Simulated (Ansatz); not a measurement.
Level of theory: DFT PBE, scalar-relativistic, plane waves, PAW in Ansatz. Settings: cutoff 420 eV, Γ-centred meshes spaced at most about 0.3 Å⁻¹, and about 0.25 Å⁻¹ or finer for metals (2π included), Gaussian smearing. No spin polarisation in the final relaxations.

These are static total energies at zero pressure. All come from trial cells, and lower structures may exist.

Problem. Order these relaxed structures of SnGe2 by energy, lowest first, with the energy over the lowest of them.
A.

```
Sn Ge
1.0
     5.72854   -1.85552    0.00000
     5.72854    1.85552    0.00000
    -0.70845    0.00000    3.13747
Sn Ge
1 2
Direct
  0.00000 0.00000 0.00000
  0.68687 0.68687 0.71424
  0.31313 0.31313 0.28576
```

B.

```
Sn Ge
1.0
     4.29214    0.00000    0.00000
    -2.14607    3.71711    0.00000
     0.00000    0.00000   10.53268
Sn Ge
2 4
Direct
  0.00000 0.00000 0.86359
  0.00000 0.00000 0.13641
  0.33333 0.66667 0.53631
  0.66667 0.33333 0.22660
  0.66667 0.33333 0.46369
  0.33333 0.66667 0.77340
```

C.

```
Sn Ge
1.0
     5.71107    0.00000    0.00000
     0.00000    3.18475    0.00000
    -1.65055    0.00000    7.39930
Sn Ge
2 4
Direct
  0.30912 0.25000 0.09638
  0.69088 0.75000 0.90362
  0.32808 0.75000 0.56563
  0.03151 0.25000 0.72371
  0.67192 0.25000 0.43437
  0.96849 0.75000 0.27629
```

D.

```
Sn Ge
1.0
     3.23799    0.00000    0.00000
    -1.61899    2.80418    0.00000
     0.00000    0.00000    7.53912
Sn Ge
1 2
Cartesian
  0.0000 0.0000 0.0000
  0.0000 1.8695 4.8156
  1.6190 0.9347 2.7235
```

Solution. B (0 meV/atom), C (153 meV/atom), A (189 meV/atom), D (223 meV/atom). Forms: B Sn and Ge ordered on diamond sites, P-3m1; C P2_1/m; A C2/m; D Sn and Ge ordered on fcc sites, P-3m1. Counting Ge atoms around Sn (those within 1.25 times the shortest such distance or 1.15 times the sum of covalent radii; the shortest distance is added where it exceeds 1.18 times the sum of covalent radii): B has Sn 3; C has Sn 4; A has Sn 10 from 3.1 Å; D has Sn 6 from 3.3 Å. Even the lowest lies +0.04 eV/atom against the elements.

Cells relaxed within their symmetry can be saddle points. Some structure types and database cells were kept out of the candidates from the start, so a known form may be missing.
